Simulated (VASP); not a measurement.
# Zn (Immm) in VASP: notebook, part 2 of 2

VASP 6.6.1. Earlier steps stand in the parts before.

**3. Single point, PBEsol (strain -0.0200 x Voigt [0, 0, 0, 0, 1, 0], atoms carried along)**

File INCAR:

```
ALGO = Fast
EDIFF = 1E-6
ENCUT = 520
GGA = PS
ISIF = 2
ISMEAR = 0
LASPH = True
LCHARG = True
LELF = True
LREAL = False
LVHAR = True
LWAVE = False
NBANDS = 12
NELM = 100
PREC = Accurate
SIGMA = 0.15
```

File KPOINTS:

```
k-points
0
Gamma
  20 20 20
```

File POSCAR:

```
Zn
1.0
   -0.0196477600      1.9647760000      1.9647760000
    1.9451282400      0.0000000000      1.9451282400
    1.9647760000      1.9647760000     -0.0196477600
Zn
1
Direct
    0.0000000000      0.0000000000      0.0000000000
```

Potentials or basis: VASP PAW PBE potentials, release 64 (Zn).

Launch:

```bash
$ cat potpaw_PBE.64/Zn/POTCAR > POTCAR
$ mpirun -np 1 vasp_std > vasp.out
```

OUTCAR:

```text
EDIFF = 1E-6
   ENCUT = 520
   GGA = PS
   ISIF = 2
   ISMEAR = 0
   LASPH = True
   LREAL = False
   NELM = 100
   PREC = Accurate

 ion  position               nearest neighbor table
   1  0.000  0.000  0.000-

  LATTYP: Found a body centered orthorhombic cell.
 ALAT       =     2.7508267376
 B/A-ratio  =     1.0202020202
 C/A-ratio  =     1.4284985479

  Lattice vectors:

 A1 = (   1.9647760000,  -1.9647760000,  -0.0196477600)
 A2 = (  -1.9647760000,  -1.9647760000,   0.0196477600)
 A3 = (   0.0196477600,   1.9647760000,  -1.9647760000)

Analysis of symmetry for initial positions (statically):
=====================================================================
 Subroutine PRICEL returns:
 Original cell was already a primitive cell.

 Routine SETGRP: Setting up the symmetry group for a
 body centered orthorhombic supercell.

 Subroutine GETGRP returns: Found  8 space group operations
 (whereof  8 operations were pure point group operations)
 out of a pool of  8 trial point group operations.

The static configuration has the point symmetry D_2h.

Analysis of symmetry for dynamics (positions and initial velocities):
[... 171 lines left out ...]
      3      -4.6769      2.00000
      4      -4.6477      2.00000
      5      -4.2902      2.00000
      6      -4.2899      2.00000
      7      20.7467      0.00000
      8      20.9831      0.00000
      9      21.5715      0.00000
     10      22.0060      0.00000
     11      23.5729      0.00000
     12      23.9106      0.00000
[... 331 lines left out ...]
 k-point    24 :      -0.4000    0.0500    0.0000
  band No.  band energies     occupation
      1      -5.3964      2.00000
      2      -4.6788      2.00000
      3      -4.6401      2.00000
      4      -4.0784      2.00000
      5      -4.0600      2.00000
      6      -1.6542      2.00000
      7       3.5472      0.00000
      8      17.0971      0.00000
      9      18.5118      0.00000
     10      20.2031      0.00000
     11      22.1877      0.00000
     12      23.5255      0.00000

 [... further k-points ...]

------------------------ aborting loop because EDIFF is reached ----------------------------------------

  FORCE on cell =-STRESS in cart. coord.  units (eV):
  Direction    XX          YY          ZZ          XY          YZ          ZX
  --------------------------------------------------------------------------------------
  -------------------------------------------------------------------------------------
  Total       -0.4380053     -0.4524091     -0.4380053      0.0000000      0.0000000      0.0259007
  in kB      -46.2662442    -47.7877107    -46.2662442      0.0000000      0.0000000      2.7358793
  external PRESSURE =     -46.7733997 kB  Pullay stress =       0.0000000 kB

 VOLUME and BASIS-vectors are now :
 -----------------------------------------------------------------------------
  energy-cutoff  :      520.00
  volume of cell :       15.17
      direct lattice vectors                 reciprocal lattice vectors
    -0.019647760  1.964776000  1.964776000    -0.251962313  0.254481936  0.251962313
     1.945128240  0.000000000  1.945128240     0.257052460 -0.254481936  0.257052460
     1.964776000  1.964776000 -0.019647760     0.251962313  0.254481936 -0.251962313

 POSITION                                       TOTAL-FORCE (eV/Angst)
 -----------------------------------------------------------------------------------
      0.00000      0.00000      0.00000        -0.000000      0.000000     -0.000000
 -----------------------------------------------------------------------------------
    total drift:                                0.000000      0.000000      0.000000

  FREE ENERGIE OF THE ION-ELECTRON SYSTEM (eV)
  ---------------------------------------------------
  free  energy   TOTEN  =        -1.5479663940 eV

  energy  without entropy=       -1.5450283277  energy(sigma->0) =       -1.54649736
```

OSZICAR:

```text
N       E                     dE             d eps       ncg     rms          rms(c)
DAV:   1     0.418891787221E+02    0.41889E+02   -0.65744E+03 28856   0.158E+03
DAV:   2    -0.412698272249E+00   -0.42302E+02   -0.39644E+02 29048   0.212E+02
DAV:   3    -0.168292339735E+01   -0.12702E+01   -0.12682E+01 32552   0.367E+01
DAV:   4    -0.168584524121E+01   -0.29218E-02   -0.29217E-02 30980   0.170E+00
DAV:   5    -0.168584733136E+01   -0.20901E-05   -0.20901E-05 32460   0.446E-02    0.289E+00
RMM:   6    -0.155724683521E+01    0.12860E+00   -0.32776E-01 34257   0.770E+00    0.221E+00
RMM:   7    -0.155133569460E+01    0.59111E-02   -0.10663E-02 35761   0.158E+00    0.108E+00
RMM:   8    -0.154801784575E+01    0.33178E-02   -0.16863E-03 33911   0.375E-01    0.665E-02
RMM:   9    -0.154797629577E+01    0.41550E-04   -0.48427E-04 36459   0.344E-01    0.611E-02
RMM:  10    -0.154796623136E+01    0.10064E-04   -0.33582E-05 35916   0.683E-02    0.544E-03
RMM:  11    -0.154796639395E+01   -0.16259E-06   -0.25911E-06 26997   0.183E-02
   1 F= -.15479664E+01 E0= -.15464974E+01  d E =-.293807E-02
```

Wall time 54 s (1 thread of Intel Xeon 6975P-C (Granite Rapids), shared host); peak memory 0.3 GiB.

What came out:

| Property | Result |
| --- | --- |
| Free energy | -1.5480 eV |
| Pressure | -4.7 GPa |
| Band gap on the k mesh | none (metal or under the smearing width) |

Stress tensor (GPa, compression positive):
```
-4.63  0.00  0.27
 0.00 -4.78  0.00
 0.27  0.00 -4.63
```

Caveat: the PAW data sets were made with another functional, which shifts forces and pressure a little.

**4. Single point, PBEsol (strain +0.0100 x Voigt [0, 0, 0, 0, 1, 0], atoms carried along)**

File INCAR:

```
  PREC = Accurate
  ENCUT = 520
  EDIFF = 1E-6
  ISMEAR = 0
  SIGMA = 0.15
  LREAL = F
  LASPH = T
  NELM = 100
  ALGO = Fast
  ISIF = 2
  LWAVE = F
  LCHARG = F
  GGA = PS
  NBANDS = 12
```

File KPOINTS:

```
regular mesh
0
Gamma
  20 20 20
```

File POSCAR:

```
Zn
1.0
    0.0098238800      1.9647760000      1.9647760000
    1.9745998800      0.0000000000      1.9745998800
    1.9647760000      1.9647760000      0.0098238800
Zn
1
Direct
    0.0000000000      0.0000000000      0.0000000000
```

Launch:

```bash
$ cat potpaw_PBE.64/Zn/POTCAR > POTCAR
$ mpirun -np 1 vasp_std > vasp.out
```

Wall time 60 s (1 thread of Intel Xeon 6975P-C (Granite Rapids), shared host); peak memory 0.31 GiB.

Results (log left out):

* Free energy: -1.5482 eV
* Pressure: -4.7 GPa
* Band gap on the k mesh: none (metal or under the smearing width)

Stress tensor (GPa, compression positive):
```
-4.67  0.00 -0.24
 0.00 -4.71  0.00
-0.24  0.00 -4.67
```

Levels at points of the mesh, in eV from the Fermi level:
```csv
k point,band 2,band 3,band 4,band 5,band 6,band 7,band 8,band 9,band 10,band 11
"(0.00, 0.00, 0.00)",-7.60,-7.59,-7.58,-7.21,-7.21,18.03,18.19,18.45,18.96,20.84
"(0.50, 0.00, 0.00)",-7.61,-7.58,-6.92,-6.91,-2.88,-1.32,15.08,15.17,17.38,18.79
"(0.00, 0.50, 0.00)",-7.60,-7.58,-6.93,-6.92,-2.95,-1.45,15.25,15.36,17.51,18.93
"(0.50, 0.50, 0.00)",-8.20,-6.93,-6.85,-6.85,-1.01,1.72,8.40,8.40,12.08,13.23
"(0.50, 0.00, 0.50)",-8.20,-6.93,-6.85,-6.85,-1.01,1.72,8.20,8.60,12.05,13.27
```

Caveat: the PAW data sets were made with another functional, which shifts forces and pressure a little.

**5. The runs side by side**

| cell | gap on the mesh (eV) | pressure (GPa) |
| --- | --- | --- |
| strain +0.0350 x Voigt [0, 0, 0, 0, 1, 0], atoms carried along | none | -4.6 |
| strain -0.0200 x Voigt [0, 0, 0, 0, 1, 0], atoms carried along | none | -4.7 |
| strain +0.0100 x Voigt [0, 0, 0, 0, 1, 0], atoms carried along | none | -4.7 |

Alike in all rows: task single point; level PBEsol; potentials or basis VASP PAW PBE potentials, release 64 (Zn); no spin polarisation; k mesh 20 × 20 × 20; cutoff (eV) 520; smearing gaussian 0.15 eV.

Caveats: the PAW data sets were made with another functional, which shifts forces and pressure a little.

Absolute energies hang on the potentials; compare differences alone.
